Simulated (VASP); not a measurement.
A run of VASP 6.6.1:

The input INCAR:

```
SYSTEM = Fe
  PREC = Accurate
  ENCUT = 600
  EDIFF = 1E-7
  ISMEAR = 1
  SIGMA = 0.1
  LREAL = .False.
  LASPH = .True.
  NELM = 150
  ALGO = Normal
  ISIF = 3
  LWAVE = .False.
  LCHARG = .False.
  ISPIN = 2
  MAGMOM = 4
  LORBIT = 11
  LMAXMIX = 4
  GGA = PS
  IBRION = 2
  NSW = 90
  EDIFFG = -0.005
  AMIX = 0.2
  BMIX = 1E-4
  AMIX_MAG = 0.8
  BMIX_MAG = 1E-4
```

The input KPOINTS:

```
Automatic mesh
0
Gamma
  18 18 18
  0 0 0
```

POSCAR

```
Fe                                      
1.0
   -1.3937043859      1.3937043859      1.3937043859
    1.3937043859     -1.3937043859      1.3937043859
    1.3937043859      1.3937043859     -1.3937043859
  Fe            
     1
Direct
     0.0000000000000000    1.0000000000000000    1.0000000000000000
```

Potentials or basis: VASP PAW PBE potentials, release 64 (Fe).

The run is started by

```bash
$ cat potpaw_PBE.64/Fe/POTCAR > POTCAR
$ mpirun -np 1 vasp_std > vasp.out
```

Hardware: 1 thread of Intel(R) Xeon(R) 6975P-C (Granite Rapids), with other jobs on the host.

How long does it take, and how much memory?

Wall time 23 s on 1 thread of Intel(R) Xeon(R) 6975P-C (Granite Rapids), with other jobs on the host, peak memory 0.16 GiB. Counts: scf iterations 16, k points 195, ion steps 1.
